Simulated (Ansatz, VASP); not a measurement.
**Al: VASP beside Ansatz**

```xyz
2
Lattice="2.6641 0.0000 0.0000 -1.3321 2.3072 0.0000 0.0000 0.0000 4.6102" Properties=species:S:1:pos:R:3 pbc="T T T"
Al    1.3321    0.7691    3.4577
Al    0.0000    1.5381    1.1526
```

This isn't the form of Al at room conditions, which is fcc.

Alike in both runs: task single point; functional PBE; k mesh 15 × 15 × 8; occupations gaussian, width 0.05 eV; no spin polarisation.

```csv
,VASP,Ansatz
version,VASP 6.6.1,Ansatz 0.2.0
potentials or method,"VASP PAW PBE potentials, release 64 (Al)","scalar-relativistic, plane waves, PAW"
plane-wave cutoff (eV),520,500
valence electrons in the cell,6,6
```

```csv
,VASP,Ansatz,Ansatz less VASP
gap on the k mesh at the Fermi level (eV),none,none,-
pressure (GPa),17.5,17.6,+0.03
largest component of the traceless stress (GPa),5.59,5.60,+0.012
```

A gap of «none» marks a metal or a gap that the smearing closes. With one functional, cell and mesh, what is left measures potentials, basis and numerics.

Caveats: so large a pressure means that the cell lies far from this level's equilibrium, or that cutoff or potentials fall short (VASP).
